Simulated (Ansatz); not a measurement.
# BaTiO3 (P1) in Ansatz: further runs

One crystal, BaTiO3, is run at these levels: PBE, r2SCAN+rVV10; tasks: single point, relaxation of cell and atoms.

All numbers are computed with Ansatz 0.2.0; they aren't measurements. Logs are shortened: lines on timing, memory, paths and dates and some standing lists are left out, and cuts for length are marked.

## 1. The crystal as given

The typed cell holds 5 atoms: a = 4.004 Å, b = 4.004 Å, c = 4.004 Å, α = 89.85°, β = 89.85°, γ = 89.85°.

## 2. Single point, PBE

Input file input.yaml:

```yaml
crystal:
  lattice:
    - [2.82766816, 1.63255497, 2.31773161]
    - [-2.82766816, 1.63255497, 2.31773161]
    - [0.0, -3.26510994, 2.31773161]
  atoms:
    - { symbol: Ba, position: [0.03347316, 0.98846853, 0.00183776] }
    - { symbol: Ti, position: [0.50610326, 0.52748478, 0.53723216] }
    - { symbol: O, position: [0.48624715, 0.49714708, 0.97115146] }
    - { symbol: O, position: [0.47408987, 0.98641501, 0.47201237] }
    - { symbol: O, position: [0.97878656, 0.47918459, 0.49646624] }
hamiltonian:
  xc: pbe
  pseudopotentials: { kind: paw }
kpoints:
  mp_grid: { grid: [7, 7, 7] }
scf:
  occupations: { method: fermi_dirac, width: 0.05 }
basis:
  ecutwfc: "350 eV"
output:
  forces: true
  stress: true
  eigenvalues: true
```

Potentials or basis: Ansatz PAW.

On the command line:

```sh
ansatz run input.yaml --threads 2 --pin off --max-ram 5632MiB --backend cpu --events-out ev --progress --plain --runs-dir out
```

Output:

```text
Warning: basis.ecutwfc = 350 eV is below the records' recommended 420 eV, and the density's cutoff is lower with it unless basis.ecutrho_ratio is high enough to keep the records' density cutoff: compare with a run at a higher cutoff
Warning: RAYON_NUM_THREADS=2 ignored (pool sized by the plan → 2); use --threads N
Engine: ansatz 0.2.0, x86_64-unknown-linux-gnu
Pseudopotentials: kind: paw
Pseudopotential: Ba, paw, valence charge 10, recommended cutoff 420 eV (normal), Ba.paw.azcp
Pseudopotential: Ti, paw, valence charge 12, recommended cutoff 420 eV (normal), Ti.paw.azcp
Pseudopotential: O, paw, valence charge 6, recommended cutoff 420 eV (normal), O.paw.azcp
Functional definition: PBE
  parameter kappa = 0.804
  parameter beta = 0.06672455060314922
  exchange = pbe_x(kappa = kappa, mu = beta*pi^2/3)
  correlation = pbe_c(beta = beta)
Crystal: 5 atoms, lattice volume = 64.196 Å³
Basis set: ecut = 350 eV, 949 PW (Γ), exchange–correlation on 50×50×50 points (8 copies of the dense FFT grid, shifted against one another)
Bands: 25, of which v1, the nominal top of the filled ones, is band 20 counted from 1 (19 counted from 0)
Symmetry: 1 space group operations
Space group: P1 (ITA 1), of the structure as read, at distance tolerance 4.0e-5 Å
k-points: 172 of 343 (time reversal used)
Non-local potential: Ba, projectors of the file, l = 0: 3, l = 1: 2, l = 2: 2, l = 3: 2
Non-local potential: Ti, projectors of the file, l = 0: 3, l = 1: 2, l = 2: 3, l = 3: 1
Non-local potential: O, projectors of the file, l = 0: 2, l = 1: 2, l = 2: 1
PAW form: soft (Blöchl's): semilocal exchange-correlation on the pseudo side does not see the compensation charge
PAW one-centre angular grid: Ba, 194 points (default); XC on 64 Gauss nodes
PAW one-centre angular grid: Ti, 590 points (default); XC on 64 Gauss nodes
PAW one-centre angular grid: O, 110 points (default); XC on 64 Gauss nodes
Initial density: superposition of atomic densities (neutral atoms: chi_scale 0, normalization atom), corrected by the library's trained network
Initial wavefunctions: pseudopotential atomic-orbital guess
Functional: x = pbe(κ = 0.804, μ = 0.2195149727645171), c = pbe(β = 0.06672455060314922)
SCF iter   1: F=—  HF=-10159.077147 eV  |F-HF|=—  |Δ(HF+E_count)|=         —  Δρ=5.39e-3  dr2=4.25e-3  ethr=1.77e-3  ⟨swp⟩=6.0  Hψ=21403  notcnv=0
preconditioner: auto → Resta (q_TF=auto, 2.521 Å⁻¹)  ε∞=5.5  [insulator: Δε(μ)=2.759 eV  Ē_g=12.382 eV  σ=0.050 eV  W_gap=1.00  n_scr=18 (ndim 8)  ℏωp=26.2 eV  f_vac=0.000  D(μ)=0.00/eV (n_scr^D=0)  ε∞_Penn≈5.5]
SCF iter   2: F=—  HF=-10159.078848 eV  |F-HF|=—  |Δ(HF+E_count)|=   1.70e-3  Δρ=2.39e-3  dr2=7.12e-4  ethr=1.06e-5  ⟨swp⟩=2.0  Hψ=7232  notcnv=0  defer=1
SCF iter   3: F=—  HF=-10159.079854 eV  |F-HF|=—  |Δ(HF+E_count)|=   1.01e-3  Δρ=6.04e-4  dr2=6.87e-5  ethr=1.78e-6  ⟨swp⟩=2.6  Hψ=7116  notcnv=0  defer=1
SCF iter   4: F=—  HF=-10159.079974 eV  |F-HF|=—  |Δ(HF+E_count)|=   1.20e-4  Δρ=5.50e-5  dr2=1.90e-6  ethr=1.72e-7  ⟨swp⟩=2.9  Hψ=7560  notcnv=0  defer=1
iter 5 did not close the SCF: its close was put off for the readings that it lacked (scf_convergence_deferred on its scf_iter line)
SCF iter   5: F=-10159.079974 eV  HF=-10159.079974 eV  |F-HF|=7.85e-9  |Δ(HF+E_count)|=   3.80e-7  Δρ=1.19e-5  dr2=9.73e-8  ethr=4.75e-9  ⟨swp⟩=2.9  Hψ=7311  notcnv=0  defer=1
SCF iter   6: F=-10159.079974 eV  HF=-10159.079974 eV  |F-HF|=1.58e-9  |Δ(HF+E_count)|=   1.33e-8  Δρ=4.04e-6  dr2=9.29e-9  ethr=2.43e-10  ⟨swp⟩=6.6  Hψ=20113  notcnv=0
SCF 1 converged in 6 iterations: F = -10159.079974 eV  dr2 = 9.29e-9
SCF converged after 6 iterations
Free energy (F): -10159.079974 eV
Harris-Foulkes:  -10159.079974 eV  (|F-HF|=1.58e-9)
Internal energy: -10159.079974 eV  (E = F + TS)
E sigma→0 (E₀):  -10159.079974 eV
Fermi energy:    11.654434 eV
--- Per-component energies (eV) ---
  E_band       = -139.456230
  E_kinetic    = 977.938422
  E_local      = -2147.367101  (includes V_loc(G=0)·N_el)
  E_nonlocal   = 202.123874
  E_hartree    = 843.223339
  E_xc         = -493.188171
  E_vxc        = -548.384741  (∫ρ·V_xc dr)
  E_paw        = -6745.107929  (= ΣΔE_a)
  E_vpaw       = -310.222227  (= ΣTr[D̂ρ^β])
  E_aug_tail   = 0.010168  (compensation charges beyond the density's cutoff)
  E_ewald      = -2796.712577
  E_smearing   = -0.000000  (= −TS)
  E_closure    = 0.000000  (closes the sum)
  Σ components = -10159.079974   (vs F -10159.079974, Δ=0.00e0)
--- Forces (eV/Å), atoms counted from 1 ---
  atom   1  Ba    -1.16359959    -0.38735328    -0.17654733
  atom   2  Ti     0.89327894     1.45628846    -1.34409708
  atom   3  O      0.10908151    -1.14147233     0.82714158
  atom   4  O      0.30656260    -0.20886427     0.50711026
  atom   5  O     -0.14531542     0.28141887     0.18639855
  max |Σ_I F_I| component: 1.74e-5 eV/Å
--- Stress (GPa, compression-positive) ---
        7.297469       0.193411      -0.338359
        0.193411      11.496716      -4.455754
       -0.338358      -4.455753       9.597797
  P = ⅓ Tr σ = 9.4640 GPa (94.640 kbar)
--- Band table (eV; the first three rows and the last of 172) ---
  k-point 0: bands = ["-45.7493", "-22.1901", "-22.0303", "-21.9915", "-14.3978", "-6.6191", "-6.0068", "-5.7638", "0.3906", "0.4205", "0.4488", "7.9598", "8.0227", "8.1108", "8.4844", "8.5067", "9.0175", "9.5110", "9.6173", "9.6686", "12.9910", "13.2481", "13.5853", "15.0688", "15.3418"]
  k-point 1: bands = ["-45.7492", "-22.2006", "-22.0300", "-21.9912", "-14.3747", "-6.5879", "-6.0410", "-5.7581", "0.4184", "0.4521", "0.5214", "7.6133", "7.9005", "8.0057", "8.3447", "8.3994", "8.9133", "9.3863", "9.5026", "9.6309", "13.0405", "13.4429", "13.7137", "15.0848", "15.7030"]
  k-point 2: bands = ["-45.7488", "-22.2235", "-22.0290", "-21.9902", "-14.3217", "-6.6121", "-6.0134", "-5.7418", "0.4801", "0.5041", "0.7054", "6.8242", "7.6804", "7.8322", "8.0878", "8.2140", "8.6885", "8.9637", "9.3698", "9.5661", "13.1342", "13.9291", "14.1252", "15.0977", "16.3692"]
  k-point 171: bands = ["-45.7481", "-22.1977", "-22.0465", "-22.0305", "-14.2517", "-6.7314", "-5.9389", "-5.5391", "0.4038", "0.5117", "0.7453", "6.5464", "7.1651", "7.5726", "7.6666", "7.8144", "8.3746", "8.8792", "9.3740", "9.3934", "13.7910", "14.0690", "14.3690", "15.8719", "16.7969"]
```

It took 9.1 s on 2 threads of AMD EPYC 7R13 (Zen 3), shared host; peak memory 0.56 GiB.

Results:

* Free energy: -10159.0800 eV
* Pressure: 9.5 GPa
* Largest force: 2.174 eV/Å
* Band gap on the k mesh: 2.78 eV, indirect (least direct gap 3.32 eV)

Forces in eV/Å, atoms in the order of the input:
```
Ba  -1.164 -0.387 -0.177
Ti   0.893  1.456 -1.344
O    0.109 -1.141  0.827
O    0.307 -0.209  0.507
O   -0.145  0.281  0.186
```

Caveat: odd divisions of the mesh miss points on the zone boundary, where band edges often lie, so the gap on the mesh can be too wide; the pressure holds a Pulay correction of +6.0 GPa for the finite cutoff; spin-orbit coupling is left out, which moves the levels of the heavy elements; forces of over 1 eV/Å show positions far from the minimum, so gaps and moduli don't describe the material at rest; the cutoff lies under the one recommended for these potentials. A k mesh can miss the band edges.

## 3. Relaxation of cell and atoms, r2SCAN+rVV10

input.yaml, as its differences from that of step 2:

```diff
@@ -12,4 +12,5 @@
 hamiltonian:
-  xc: pbe
+  xc: r2scan
   pseudopotentials: { kind: paw }
+  dispersion: rvv10
 kpoints:
@@ -18,4 +19,2 @@
   occupations: { method: fermi_dirac, width: 0.05 }
-basis:
-  ecutwfc: "350 eV"
 output:
@@ -24 +23,5 @@
   eigenvalues: true
+relax:
+  f_tol: 0.01
+  max_steps: 40
+  cell: { stress_tol: 0.05 }
```

Potentials or basis: Ansatz PAW.

On the command line:

```sh
ansatz run input.yaml --threads 2 --pin off --max-ram 5632MiB --backend cpu --events-out ev --progress --plain --runs-dir out
```

Output:

```text
Warning: RAYON_NUM_THREADS=2 ignored (pool sized by the plan → 2); use --threads N
Engine: ansatz 0.2.0, x86_64-unknown-linux-gnu
Pseudopotentials: kind: paw
Pseudopotential: Ba, paw, valence charge 10, recommended cutoff 500 eV (meta_gga), Ba.paw.azcp
Pseudopotential: Ti, paw, valence charge 12, recommended cutoff 500 eV (meta_gga), Ti.paw.azcp
Pseudopotential: O, paw, valence charge 6, recommended cutoff 500 eV (meta_gga), O.paw.azcp
Functional definition: r2SCAN+rVV10
  parameter k0 = 0.174
  parameter k1 = 0.065
[... 169 lines left out ...]
  k-point 1: bands = ["-48.6009", "-23.8023", "-23.7918", "-23.7893", "-15.3344", "-7.8671", "-7.2255", "-7.2110", "-0.1128", "-0.1122", "-0.0696", "7.3058", "7.5991", "7.6113", "8.3677", "8.3891", "8.6637", "9.0990", "9.4554", "9.4969", "12.6812", "12.9424", "12.9496", "14.7273", "15.2364"]
  k-point 2: bands = ["-48.6005", "-23.8264", "-23.7909", "-23.7885", "-15.2784", "-7.9598", "-7.2125", "-7.0905", "-0.0416", "-0.0383", "0.0952", "6.5691", "7.4191", "7.4366", "8.0660", "8.0973", "8.3965", "8.5940", "9.2141", "9.2538", "12.7423", "13.4876", "13.5825", "14.7196", "16.0206"]
  k-point 171: bands = ["-48.5999", "-23.8445", "-23.8003", "-23.7981", "-15.2009", "-7.8933", "-7.1665", "-7.0134", "-0.1603", "-0.0100", "0.1797", "5.9458", "6.8329", "7.1900", "7.3191", "7.6058", "8.3429", "8.7911", "8.9485", "9.0282", "13.2528", "14.0109", "14.0910", "15.4515", "16.8788"]
--- Relaxed structure (7 steps of the walk, 7 accepted, 1 SCFs on fresh bases) ---
  F+E_penalty+E_count = -10180.26024828 eV   max|allowed force component| = 4.195e-4 eV/Å   (the final SCF, on the basis selected at the relaxed cell)
  cell:  # Å, volume = 64.2096 Å³
    - [2.827844435767488, 1.632640727742916, 2.3180275769204997]
    - [-2.827706679928355, 1.6325675208336645, 2.3179110778852063]
    - [5.478876552539853e-6, -3.2653212779485727, 2.318048942601699]
  atoms:
    - { symbol: Ba, position: [0.0016684284490143253, 1.0016545223135818, 0.0016732392930577378] }
    - { symbol: Ti, position: [0.5138432680595824, 0.5138070211561068, 0.5138478322727773] }
    - { symbol: O, position: [0.4903321594357162, 0.4903420127998285, 0.9825240927864601] }
    - { symbol: O, position: [0.49032539717173435, 0.9825543813464281, 0.4903239681832833] }
    - { symbol: O, position: [0.9825307468839529, 0.49034205238405515, 0.4903308574644216] }
```

Wall time 4.2 min (2 threads of AMD EPYC 7R13 (Zen 3), shared host); peak memory 0.81 GiB.

What came out:

* Free energy: -10180.2602 eV
* Relaxed volume: 12.84 Å³/atom
* Relaxed cell: a = 4.004 Å, b = 4.004 Å, c = 4.004 Å, α = 89.85°, β = 89.85°, γ = 89.85°
* Space group after relaxing (to 0.05 Å): R3m (No. 160)
* Energy gained by relaxing: 51.7 meV/atom
* Ionic steps: 8
* Pressure after relaxing: 0.0 GPa
* Band gap on the k mesh: 2.80 eV, indirect (least direct gap 3.09 eV)

The path:
| step | energy change (eV) | largest force (eV/Å) | volume (Å³) |
| --- | --- | --- | --- |
| 1 | 0.0000 | 2.2374 | 64.20 |
| 2 | -0.1812 | 0.9941 | 65.46 |
| 3 | -0.2219 | 0.0204 | 62.37 |
| 4 | -0.2571 | 0.0612 | 64.32 |
| 5 | -0.2586 | 0.0176 | 64.18 |
| 6 | -0.2586 | 0.0090 | 64.22 |
| 7 | -0.2586 | 0.0004 | 64.21 |
| 8 | -0.2587 | 0.0004 | 64.21 |

Final structure:
```
Ba Ti O
1.0
     2.82784    1.63264    2.31803
    -2.82771    1.63257    2.31791
     0.00001   -3.26532    2.31805
Ba Ti O
1 1 3
Direct
  0.00167 0.00165 0.00167
  0.51384 0.51381 0.51385
  0.49033 0.49034 0.98252
  0.49033 0.98255 0.49032
  0.98253 0.49034 0.49033
```

Caveat: odd divisions of the mesh miss points on the zone boundary, where band edges often lie, so the gap on the mesh can be too wide; the plane-wave basis is chosen anew once the cell has moved, so the energies of steps on either side of that aren't comparable; spin-orbit coupling is left out, which moves the levels of the heavy elements; the PAW data sets come from PBE, with cores solved anew for the run's functional, which leaves a small shift of forces and pressure.
